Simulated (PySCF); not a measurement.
An unknown shows these calculated signals:

$^{1}$H NMR (400 MHz, computed): δ 9.64 (br s, 1H), 7.77 (m, 1H), 7.56 (m, 1H), 6.53 (m, 1H).

$^{13}$C{$^{1}$H} NMR (computed): δ 145.7 (CH), 130.6 (CH), 110.6 (CH).

[PySCF 2.14.0 with density-fitted response routines: NMR shieldings at B97-2/pcSseg-2/GIAO; PBE0-D3(BJ)/def2-TZVP structure; single conformer; in vacuum; non-relativistic Hamiltonian]

References, each an isolated molecule treated in the same way: TMS for $^{1}$H (31.64 ppm) and $^{13}$C (185.38 ppm).

Question: Which of these does the molecule contain: a Si–H bond, a Si–CH3 group, a three-membered ring, a heteroaromatic ring, an NH or NH2 group?

Answer: 
- A Si–H bond: no.
- A Si–CH3 group: no.
- A three-membered ring: no.
- A heteroaromatic ring: yes.
- An NH or NH2 group: yes (δH 9.64 (br s)).

The data belong to `InChI=1S/C3H4N2/c1-2-4-5-3-1/h1-3H,(H,4,5)`; they needn't prove each group on their own.

Carbon signals by region: 3 in the sp2 and nitrile region (100–160 ppm).

Exchangeable OH/NH protons stand at their gas-phase positions; hydrogen bonding in a real sample shifts them, mostly to higher δ. Shifts are as computed. Against solution values, carbons near 30 ppm lie about +3 ppm off and those near 130 ppm about +7 ppm. Of 1211 compounds with measured shifts, 218 miss one by over three times the rms of a fit or turn the order of signals round; such compounds aren't used in these exercises. No couplings were computed; multiplicities are counted from neighbouring protons, with m where these are inequivalent, close in shift, in a saturated or five-membered ring or joined by F or P, and br s for small geminal =CH2 splittings.
